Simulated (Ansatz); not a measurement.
MgI2 built on the fluorite prototype (r2SCAN geometry), in Ansatz:

```cif
data_structure
_symmetry_space_group_name_H-M 'Fm-3m'
_symmetry_Int_Tables_number 225
_cell_length_a 7.5114
_cell_length_b 7.5114
_cell_length_c 7.5114
_cell_angle_alpha 90.000
_cell_angle_beta 90.000
_cell_angle_gamma 90.000
_cell_volume 423.81
loop_
_atom_site_label
_atom_site_type_symbol
_atom_site_symmetry_multiplicity
_atom_site_Wyckoff_symbol
_atom_site_fract_x
_atom_site_fract_y
_atom_site_fract_z
_atom_site_occupancy
Mg1 Mg 4 a 0.00000 0.00000 0.00000 1
I1 I 8 c 0.25000 0.75000 0.75000 1
```

G0W0@PBE with 398 empty bands, a screening cutoff of 140 eV and a 4×4×4 mesh (PAW, contour deformation) gives 1.716 eV over the mesh points, from a PBE gap of 0.605 eV; it sums over 420 bands with 411 plane waves in the screening and a wave cutoff of 420 eV. G0W0 here is at a finite number of bands, screening cutoff and k mesh, not at the basis limit. No spin polarisation and no zero-point or thermal motion; the cell was built from a prototype and may be hypothetical.

Question: Estimate the gap with starting point r2SCAN.

Answer: 2.108 eV (+0.392 eV), from a Kohn-Sham gap of 1.339 eV.

Question: Estimate the gap with empty bands 172, screening cutoff 80 eV.

Answer: 1.557 eV (-0.159 eV), from a Kohn-Sham gap of 0.605 eV.

No spin-orbit coupling is included; it can move band edges with weight on the heavy atoms by tenths of an eV.
